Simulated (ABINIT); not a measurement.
# Ti in ABINIT: convergence with tolvrs

The system is Ti.

```
Ti
1.0
     2.95000    0.00000    0.00000
    -1.47500    2.55477    0.00000
     0.00000    0.00000    4.68000
Ti
2
Cartesian
  1.4750 0.8516 3.5100
  0.0000 1.7032 1.1700
```

```yaml
Program: ABINIT 10.8.3 (patched build)
Task: single point
Functional: r2SCAN
Potentials_or_basis: SPMS NC PBE v1.0
Cutoff: 980 eV
k_mesh: 8 × 8 × 5
Occupations: fermi-dirac, width 0.1 eV
Spin: no spin polarisation
```

These are the settings of the first run; the series varies tolvrs, with any setting tied to it.

Hardware: 1 thread of Arm Neoverse V2, on a shared host.

| tolvrs | energy less the tightest run, at zero smearing (meV/atom) | pressure (GPa) | SCF cycles | CPU time (s) | peak memory (GiB) |
| --- | --- | --- | --- | --- | --- |
| 0.01 | 0.01 | -2.26 | 6 | 160 | 0.14 |
| 0.001 | 0.01 | -2.26 | 6 | 160 | 0.14 |
| 0.0001 | 0.00 | -2.22 | 8 | 200 | 0.14 |
| 1e-05 | 0.00 | -2.20 | 12 | 280 | 0.14 |
| 1e-06 | 0.00 | -2.19 | 13 | 300 | 0.14 |
| 1e-08 | 0.00 | -2.19 | 15 | 340 | 0.14 |
| 1e-10 | 0.00 | -2.19 | 17 | 380 | 0.14 |
| 1e-13 | 0.00 | -2.19 | 31 | 670 | 0.14 |

Against the tightest run, the energy stays within 1 meV/atom from 0.01 on; the pressure stays within 0.1 GPa from 0.01 on. The tightest run that finished is the yardstick and may itself not be fully converged.

Caveat, for the tightest run too: a meta-GGA on potentials with a model core is unreliable; the potentials were made for another functional, which shifts forces and pressure.
